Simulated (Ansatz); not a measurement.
Runs of Ansatz 0.2.0 on I. The structure is orthorhombic, space group Cmce (No. 64). The conventional cell has a = 7.270 Å, b = 4.790 Å, c = 9.793 Å, α = 90.00°, β = 90.00°, γ = 90.00°. I (site symmetry m) is surrounded by 1 I at 2.68 Å. 

| task | level | cell | smearing | gap on the mesh (eV) | pressure (GPa) | relaxed volume (Å³/atom) | largest force (eV/Å) |
| --- | --- | --- | --- | --- | --- | --- | --- |
| relaxation of cell and atoms | BLYP+D4 | relaxed | fermi-dirac 0.05 eV | 0.87 | 0.0 | 40.38 | - |
| relaxation of cell and atoms | RPBE+D4 | relaxed | fermi-dirac 0.05 eV | 0.85 | 0.0 | 37.53 | 0.01 |
| single point | PBE | as given | gaussian 0.03 eV | 1.33 | 1.8 | - | 0.86 |
| relaxation of cell and atoms | revPBE+D3(BJ) | relaxed | fermi-dirac 0.05 eV | 0.90 | 0.0 | (b) | - |
| relaxation of cell and atoms | BLYP+D3(BJ) | relaxed | fermi-dirac 0.05 eV | (a) | 0.0 | 39.34 | - |
| relaxation of cell and atoms | revPBE+D4 | relaxed | fermi-dirac 0.05 eV | 0.90 | 0.0 | 38.61 | - |
| single point | PBE | as given | gaussian 0.029 eV | 1.33 | 1.8 | - | 0.86 |
| relaxation of cell and atoms | RPBE+D3(BJ) | relaxed | fermi-dirac 0.05 eV | - | 0.0 | 26.72 | - |

Alike in all rows: potentials or basis Ansatz PAW; no spin polarisation; k mesh 7 × 7 × 3; cutoff (eV) 420.

Question: Fill in the values left out.

Answer: (a) 0.83; (b) 38.44.

Caveats: odd divisions of the mesh miss points on the zone boundary, where band edges often lie, so the gap on the mesh can be too wide (some runs); spin-orbit coupling is left out, which moves the levels of the heavy elements (some runs); the plane-wave basis is chosen anew once the cell has moved, so the energies of steps on either side of that aren't comparable (some runs); the PAW data sets come from PBE, with cores solved anew for the run's functional, which leaves a small shift of forces and pressure (some runs); the volume moved by -12 % from the deposited cell, more than functionals usually miss (some runs); the volume moved by over 15 % at a fixed basis, so the end points are rough (some runs); the volume moved by -37 % from the deposited cell, more than functionals usually miss (some runs).

A k mesh can miss the band edges, and the runs leave out spin-orbit coupling on I.
